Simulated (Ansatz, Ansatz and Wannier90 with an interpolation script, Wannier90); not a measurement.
# Settings in Wannier-interpolated G0W0: BP (honeycomb monolayer), part 2 of 3

Aim: vary the Wannier model and the GW settings for BP (honeycomb monolayer) and see what the interpolated bands lose.

Wannier90 4.0.3; maximally localised Wannier functions from the overlaps of PBE states (plane waves, PAW). Known limits of the many-body steps: not at the basis limit.

So far. Step 3 (Wannier model on 24×24×1, by Wannier90): Near the gap the model misses directly solved bands by 0.6 meV r.m.s. and by 3 meV at most in the window tested. This tests the starting bands, not the corrections carried with them.

## (4) Wannier model on 24×24×1, by the program's own minimiser

This step: maximally localised Wannier functions, PBE, plane waves, PAW.

Input file input.yaml:

```yaml
crystal:
  lattice:
    - [3.2141843468, 0.0, 0.0]
    - [-1.6070921734, 2.7835652968, 0.0]
    - [0.0, 0.0, 23.2]
  atoms:
    - { symbol: B, position: [0.3333333333, 0.6666666667, 0.5000000158] }
    - { symbol: P, position: [0.6666666667, 0.3333333333, 0.4999999842] }
  periodic: [true, true, false]
kpoints:
  mp_grid: { grid: [12, 12, 1] }
hamiltonian:
  xc: pbe
scf:
  occupations: { method: fixed }
  n_extra_bands: 101
output:
  wannier:
    kmesh: [24, 24, 1]
    projections:
      - { species: B, l: s, shell: 2 }
      - { species: B, l: p, shell: 2 }
      - { species: P, l: p, shell: 3 }
    minimise: true
    write_hr: true
    seedname: w
    conv_tol: 1.0e-06
    max_iter: 20000
    stability_check: false
    disentanglement:
      window: [-13.59, 15.08]
      frozen_window: [-13.59, -1.43]
      conv_tol: 1.0e-08
```

Command:

```
$ ansatz run input.yaml --threads 12 --pin off --max-ram 22118MiB --backend cpu --events-out ev --progress --plain --runs-dir out
```

Numbers of over 12 decimals in the logs are rounded to 6 here.

The program printed:

```text
scf.n_extra_bands = 101 over 4 filled bands (N_el = 8.0): the run solves 105 bands
Engine: ansatz 0.2.0, aarch64-unknown-linux-gnu
Pseudopotentials: kind: paw
Pseudopotential: B, paw, valence charge 3, recommended cutoff 420 eV (normal), B.paw.azcp
Pseudopotential: P, paw, valence charge 5, recommended cutoff 420 eV (normal), P.paw.azcp
Functional definition: PBE
  parameter kappa = 0.804
  parameter beta = 0.066725
  exchange = pbe_x(kappa = kappa, mu = beta*pi^2/3)
  correlation = pbe_c(beta = beta)
Crystal: 2 atoms, lattice volume = 207.568 Å³
Basis set: ecut = 420 eV, 4097 PW (Γ)
Bands: 105, of which v1, the nominal top of the filled ones, is band 4 counted from 1 (3 counted from 0)
Symmetry: 12 space group operations
Space group: P-6m2 (ITA 187), of the structure as read, at distance tolerance 5.9e-5 Å
k-points: 19 of 144 (time reversal used)
Non-local potential: B, projectors of the file, l = 0: 2, l = 1: 2, l = 2: 1
Non-local potential: P, projectors of the file, l = 0: 2, l = 1: 2, l = 2: 2
PAW form: soft (Blöchl's): semilocal exchange-correlation on the pseudo side does not see the compensation charge
PAW one-centre angular grid: B, 110 points (default); XC on 64 Gauss nodes
PAW one-centre angular grid: P, 110 points (default); XC on 64 Gauss nodes
Initial density: superposition of atomic densities (neutral atoms: chi_scale 0, normalization atom), corrected by the library's trained network
Initial wavefunctions: pseudopotential atomic-orbital guess
Functional: x = pbe(κ = 0.804, μ = 0.219515), c = pbe(β = 0.066725)
[...]
Harris-Foulkes:  -911.683779 eV  (|F-HF|=9.28e-10)
Internal energy: -911.683779 eV  (E = F + TS)
E sigma→0 (E₀):  -911.683779 eV
Fermi energy:    -5.123978 eV
--- Per-component energies (eV) ---
  E_band       = -89.101507
  E_kinetic    = 118.405387
  E_local      = -3429.362615  (includes V_loc(G=0)·N_el)
  E_nonlocal   = 45.927316
  E_hartree    = 1642.065645
  E_xc         = -92.983859
  E_vxc        = -97.885414  (∫ρ·V_xc dr)
  E_paw        = -648.085339  (= ΣΔE_a)
  E_vpaw       = -10.317392  (= ΣTr[D̂ρ^β])
  E_aug_tail   = 0.000000  (compensation charges beyond the density's cutoff)
  E_ewald      = 1452.349686
  E_smearing   = -0.000000  (= −TS)
  E_closure    = 0.000000  (closes the sum)
  Σ components = -911.683779   (vs F -911.683779, Δ=0.00e0)
--- Band table (eV; the first three rows and the last of 19) ---
  k-point 0: bands = [-18.8002, -9.2580, -6.7858, -6.7858, -1.3604 (-1.3605°), -0.4769 (-0.4769°), -0.4769 (-0.4769°), -0.2362 (-0.2537°), ... 97 higher]
  k-point 1: bands = [-18.6949, -9.1436, -7.3219, -6.9894, -1.2438 (-1.2439°), -0.6633 (-0.6634°), -0.1043 (-0.1216°), -0.0493 (-0.0493°), ... 97 higher]
  k-point 2: bands = [-18.3819, -8.8032, -8.5833, -7.4600, -1.1791 (-1.1791°), -0.7602 (-0.7604°), 0.2888 (0.2726°), 1.0142, ... 97 higher]
  k-point 18: bands = [-15.3800, -13.0331, -11.3814, -5.1240, -4.2268, 1.2582, 2.1458, 3.3189, ... 97 higher]
  ° read free of the cell's end (the report's vacuum.weakly_bound_levels)
Wannier search: line search 1 of at most 20000: gauge-dependent spread (as the search counts it) 5.7624235 Å², largest recent change 6.3e-1 Å² against conv_tol 1.0e-6 Å², 0 stops escaped
Wannier search: line search 100 of at most 20000: gauge-dependent spread (as the search counts it) 2.7822204 Å², largest recent change 3.2e-3 Å² against conv_tol 1.0e-6 Å², 0 stops escaped
Wannier search: line search 200 of at most 20000: gauge-dependent spread (as the search counts it) 2.7393941 Å², largest recent change 4.0e-6 Å² against conv_tol 1.0e-6 Å², 0 stops escaped
[key lines of the parts left out:]
SCF converged after 7 iterations
Free energy (F): -911.683779 eV
```

Run time: 36 s. Hardware: 12 threads of Arm Neoverse V2, shared host; peak memory 4.4 GiB; 6.1 min of CPU time.

In the SCF lines HF is the Harris–Foulkes energy and dr2 the Hartree energy of the density residual, in eV; the loop may stop once dr2 is under the threshold and the program's other checks hold. Hψ counts applications of the Hamiltonian.

Numbers from this step:

```yaml
gauge_invariant_spread: 10.13 Å²
diagonal_spread: 0.09745 Å²
off_diagonal_spread: 2.642 Å²
total_spread: 12.87 Å²
least_projectability: 0.05274
localisation_steps: 220
disentanglement_steps: 1717
r_m_s_interpolation_error: 3.80e-4 eV
r_m_s_error_near_the_gap: 5.61e-4 eV
```

Near the gap the model misses directly solved bands by 0.6 meV r.m.s. and by 3 meV at most in the window tested. This tests the starting bands, not the corrections carried with them.

Frozen up to 3.70 eV; above it the model need not follow the bands. Electronic bands along the path, in eV, zero at the valence-band top; v1 is the highest filled band, c1 the lowest empty one:

| point | v3 | v2 | v1 | c1 | c2 | c3 | c4 |
| --- | --- | --- | --- | --- | --- | --- | --- |
| Γ | -4.13 | -1.66 | -1.66 | 4.65 | 4.65 | 5.62 | 8.67 |
| halfway | -4.97 | -3.12 | -2.85 | 3.53 | 5.28 | 7.82 | 8.49 |
| M | -8.32 | -3.64 | -1.05 | 1.47 | 2.83 | 11.04 | 12.64 |
| halfway | -8.12 | -5.00 | -0.71 | 1.39 | 4.89 | 10.19 | 11.99 |
| K | -7.91 | -6.26 | 0.00 | 0.90 | 7.58 | 9.99 | 10.05 |
| halfway | -5.29 | -3.79 | -2.79 | 4.62 | 5.02 | 6.39 | 10.10 |
| Γ | -4.13 | -1.66 | -1.66 | 4.65 | 4.65 | 5.62 | 8.67 |

The same for Kohn-Sham, solved directly:

| point | v3 | v2 | v1 | c1 | c2 | c3 | c4 |
| --- | --- | --- | --- | --- | --- | --- | --- |
| Γ | -4.13 | -1.66 | -1.66 | 3.76 | 4.65 | 4.65 | 4.89 |
| M | -8.32 | -3.64 | -1.05 | 1.47 | 2.83 | 7.83 | 8.78 |
| K | -7.91 | -6.26 | 0.00 | 0.90 | 6.38 | 7.27 | 8.44 |
| Γ | -4.13 | -1.66 | -1.66 | 3.76 | 4.65 | 4.65 | 4.89 |

The first set of electronic bands as a text plot (rows in eV, shown from -8.0 to 6.9 only):

```
    6.6 |       ++                   +       ++   ++++   ++++
    6.0 | ++++++                               +++    +++    +++
    5.3 |+  ++    ++                +             ++     ++++   +
    4.7 |+++++                     +                +++++++++++++
    4.1 |     ++++  ++            +
    3.5 |         ++++++       +++                ++
    2.9 |             +++++++++                +++
    2.2 |               ++
    1.6 |                 +++++++++++        ++
    1.0 |                            ++++++++
    0.4 |
   -0.2 |                            ********
   -0.9 |                   *********        **
   -1.5 |***            ****                   ***           ****
   -2.1 | ******      **                          **       *****
   -2.7 |       ******                              **   ****
   -3.3 |     ****************                        *****
   -4.0 |*********            ****                  **     ******
   -4.6 |                         *               **  ***
   -5.2 |         **               **          ***  **
   -5.8 |           **               ***   ****   **
   -6.4 |             **                ***
   -7.1 |                                      ***
   -7.7 |               **           **********
         Γ                   M           K                      Γ
```

## (5) Wannier model on 12×12×1, by Wannier90

This step: maximally localised Wannier functions from the overlaps of PBE states (plane waves, PAW).

Input file w.win:

```
num_iter = 1200
conv_tol = 1.0e-8
conv_window = 5
dis_num_iter = 4000
dis_conv_tol = 1.0e-8
dis_mix_ratio = 0.7
write_hr = true
use_ws_distance = false
num_print_cycles = 50
! ansatz wannier90 interface
! projections by site (counted from 0) and shell: 0 2S, 0 2P, 1 3P
! states of the run's bands (counted from 1): 1-41
num_bands = 41
num_wann  = 7
dis_win_min = -13.59
dis_win_max = 15.08
dis_froz_min = -13.59
dis_froz_max = -1.43
guiding_centres = true
shell_list = 2 1

begin unit_cell_cart
Ang
       3.2141843468143807                      0.0                      0.0
      -1.6070921734071903        2.783565296787546                      0.0
                      0.0                      0.0                     23.2
end unit_cell_cart

begin atoms_frac
B         0.3333333333333333       0.6666666666666666                      0.5
P         0.6666666666666666       0.3333333333333333                      0.5
end atoms_frac

mp_grid = 12 12 1

[... the mesh's points ...]
```

Command:

```
$ OMP_NUM_THREADS=1 mpirun -n 8 wannier90.x w > wannier90.x.log
```

The program printed:

```text
[banner, memory and clock lines left out]
TEM
                                    ------

                              Lattice Vectors (Ang)
                    a_1     3.214184   0.000000   0.000000
                    a_2    -1.607092   2.783565   0.000000
                    a_3     0.000000   0.000000  23.200000

                   Unit Cell Volume:     207.56789  (Ang^3)

                        Reciprocal-Space Vectors (Ang^-1)
                    b_1     1.954830   1.128622  -0.000000
                    b_2     0.000000   2.257244   0.000000
                    b_3     0.000000  -0.000000   0.270827

 *----------------------------------------------------------------------------*
 |   Site       Fractional Coordinate          Cartesian Coordinate (Ang)     |
 +----------------------------------------------------------------------------+
 | b    1   0.33333   0.66667   0.50000   |   -0.00000   1.85571  11.60000    |
 | p    1   0.66667   0.33333   0.50000   |    1.60709   0.92786  11.60000    |
 *----------------------------------------------------------------------------*
                                ------------
                                K-POINT GRID
                                ------------

             Grid size = 12 x 12 x  1      Total points =  144

 *---------------------------------- MAIN ------------------------------------*
 |  Number of Wannier Functions               :                 7             |
 |  Number of Objective Wannier Functions     :                 7             |
 |  Number of input Bloch states              :                41             |
 |  Output verbosity (1=low, 5=high)          :                 1             |
 |  Timing Level (1=low, 5=high)              :                 1             |
[...]
O_D=      0.0960604 O_OD=      2.6093230 O_TOT=     12.5749019 <-- SPRD
 Delta: O_D= -0.2359688E-04 O_OD=  0.1512862E-04 O_TOT= -0.8468258E-05 <-- DLTA

             <<<     Delta < 1.000E-08  over  5 iterations     >>>
             <<< Wannierisation convergence criteria satisfied >>>

 Final State
[...]
WF centre and spread    4  (  0.000000,  2.670233,-11.600000 )     1.60489412
  WF centre and spread    5  (  1.607092,  0.927855, 11.600000 )     1.82354587
  WF centre and spread    6  (  1.607092,  0.497716, 11.600000 )     1.75290494
  WF centre and spread    7  (  1.607092,  1.386148,-11.600000 )     1.75298695
  Sum of centres and spreads (  4.821277, 10.211603,-11.600000 )    12.57485687

         Spreads (Ang^2)       Omega I      =     9.869518503
        ================       Omega D      =     0.095968125
                               Omega OD     =     2.609370243
    Final Spread (Ang^2)       Omega Total  =    12.574856871

 Writing checkpoint file w.chk... done

 *---------------------------------------------------------------------------*
 |                               PLOTTING                                    |
 *---------------------------------------------------------------------------*

 *===========================================================================*
 |                             TIMING INFORMATION                            |
 *===========================================================================*
 |    Tag                                                Ncalls      Time (s)|
 |---------------------------------------------------------------------------|
 |kmesh: get                                        :         1         0.034|
 |overlap: read                                     :         1         1.032|
 |dis: main                                         :         1         3.489|
 |wann: main                                        :         1         0.134|
 |plot: main                                        :         1         0.012|
 *---------------------------------------------------------------------------*
 All done: wannier90 exiting
```

Wall time 5.4 s (8 MPI ranks).

This step gave:

- gauge-invariant spread: 9.870 Å²
- diagonal spread: 0.09597 Å²
- off-diagonal spread: 2.609 Å²
- total spread: 12.57 Å²
- disentanglement steps: 587
- r.m.s. interpolation error: 0.001921 eV
- r.m.s. error near the gap: 0.002667 eV

Near the gap the model misses directly solved bands by 2.7 meV r.m.s. and by 13 meV at most in the window tested. This tests the starting bands, not the corrections carried with them.

Frozen up to 3.70 eV; above it the model need not follow the bands. Electronic bands along the path, in eV, zero at the valence-band top; v1 is the highest filled band, c1 the lowest empty one:

| point | v3 | v2 | v1 | c1 | c2 | c3 | c4 |
| --- | --- | --- | --- | --- | --- | --- | --- |
| Γ | -4.13 | -1.66 | -1.66 | 4.65 | 4.65 | 5.65 | 8.67 |
| halfway | -4.97 | -3.12 | -2.85 | 3.53 | 5.31 | 7.82 | 8.55 |
| M | -8.32 | -3.64 | -1.05 | 1.47 | 2.83 | 11.20 | 12.65 |
| halfway | -8.12 | -5.00 | -0.71 | 1.39 | 4.90 | 10.27 | 12.03 |
| K | -7.91 | -6.26 | 0.00 | 0.90 | 7.61 | 9.98 | 10.15 |
| halfway | -5.29 | -3.79 | -2.79 | 4.64 | 5.05 | 6.39 | 10.15 |
| Γ | -4.13 | -1.66 | -1.66 | 4.65 | 4.65 | 5.65 | 8.67 |

The same for Kohn-Sham, solved directly:

| point | v3 | v2 | v1 | c1 | c2 | c3 | c4 |
| --- | --- | --- | --- | --- | --- | --- | --- |
| Γ | -4.13 | -1.66 | -1.66 | 3.76 | 4.65 | 4.65 | 4.89 |
| M | -8.32 | -3.64 | -1.05 | 1.47 | 2.83 | 7.83 | 8.78 |
| K | -7.91 | -6.26 | 0.00 | 0.90 | 6.38 | 7.27 | 8.44 |
| Γ | -4.13 | -1.66 | -1.66 | 3.76 | 4.65 | 4.65 | 4.89 |

The first set of electronic bands as a text plot (rows in eV, shown from -8.0 to 6.9 only):

```
    6.6 |   ++  ++                   +       ++     ++     ++
    6.0 | ++  ++                               +++    +++    +++
    5.3 |+  ++    ++                +             ++++   ++++   +
    4.7 |+++++                     +                +++++++++++++
    4.1 |     ++++  ++            +
    3.5 |         ++++++       +++                ++
    2.9 |             +++++++++                +++
    2.2 |               ++
    1.6 |                 +++++++++++        ++
    1.0 |                            ++++++++
    0.4 |
   -0.2 |                            ********
   -0.9 |                   *********        **
   -1.5 |***            ****                   ***           ****
   -2.1 | ******      **                          **       *****
   -2.7 |       ******                              **   ****
   -3.3 |     ****************                        *****
   -4.0 |*********            ****                  **     ******
   -4.6 |                         *               **  ***
   -5.2 |         **               **          ***  **
   -5.8 |           **               ***   ****   **
   -6.4 |             **                ***
   -7.1 |                                      ***
   -7.7 |               **           **********
         Γ                   M           K                      Γ
```

[end of part 2 of 3]

[Paths, hosts, dates, memory and timing lines, banners, echoed tables and standing remarks are left out of the program output.]

[Logs are printed without paths, hosts, clocks, repeated set-up lines and the standing remarks that a program may print on its own settings, such as how far it seeks lower states.]

[Runs of the session that timed out or met a known fault of the program may be left out.]

[Hosts, paths, dates, database ids (printed as entryN), source tags and the programs' standing remarks are cut or masked in the printed files.]
